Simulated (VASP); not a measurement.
## Hf: single point with PBEsol

Hf:

```xyz
3
Lattice="4.9623 0.0000 0.0000 -2.4812 4.2975 0.0000 0.0000 0.0000 3.0862" Properties=species:S:1:pos:R:3 pbc="T T T"
Hf    0.0157    0.0386    0.0296
Hf    0.0352    2.8556    1.5094
Hf    2.4894    1.4135    1.5536
```

This isn't the form of Hf at room conditions, which is hcp.

The cell isn't the ideal one: atoms moved at random, drawn with an rms of 0.05 Å.

| Item | Value |
| --- | --- |
| Program | VASP 6.6.1 |
| Task | single point |
| Functional | PBEsol |
| Potentials or basis | VASP PAW PBE potentials, release 64 (Hf_pv) |
| Cutoff | 520 eV |
| k mesh | 6 × 6 × 9 |
| Occupations | fermi-dirac, width 0.05 eV |
| Spin | no spin polarisation |
| Ladder | free |
| Further INCAR settings | ALGO = Normal; EDIFF = 1e-07; NBANDS = 22 |

| Property | Result |
| --- | --- |
| Pressure | -3.0 GPa |
| Largest force | 0.246 eV/Å |
| Band gap on the k mesh | none (metal or under the smearing width) |

Forces on the atoms (eV/Å):
```
Hf   0.006 -0.140 -0.202
Hf  -0.085  0.056  0.161
Hf   0.079  0.084  0.041
```

Stress tensor (GPa, compression positive):
```
-3.21 -0.10 -0.02
-0.10 -3.06  0.10
-0.02  0.10 -2.61
```

Levels at points of the mesh, in eV from the Fermi level:
```
           k point  band 12  band 13  band 14  band 15  band 16  band 17  band 18  band 19
(0.00, 0.00, 0.00)    -0.70    -0.65    -0.58    -0.55    -0.51     1.12     2.14     2.15
(0.50, 0.00, 0.00)    -3.53    -0.44    -0.37    -0.30     0.15     0.84     1.13     1.60
(0.00, 0.50, 0.00)    -3.54    -0.50    -0.46    -0.29     0.25     0.89     1.13     1.60
(0.50, 0.50, 0.00)    -3.54    -0.54    -0.41    -0.31     0.25     0.90     1.13     1.60
```

Wall time 3.3 min on 1 thread of Intel(R) Xeon(R) Platinum 8488C (Sapphire Rapids) (shared host), peak memory 0.32 GiB.

Caveat: the PAW data sets were made with another functional, which shifts forces and pressure a little. Spin-orbit coupling is left out, which matters for the levels of Hf.
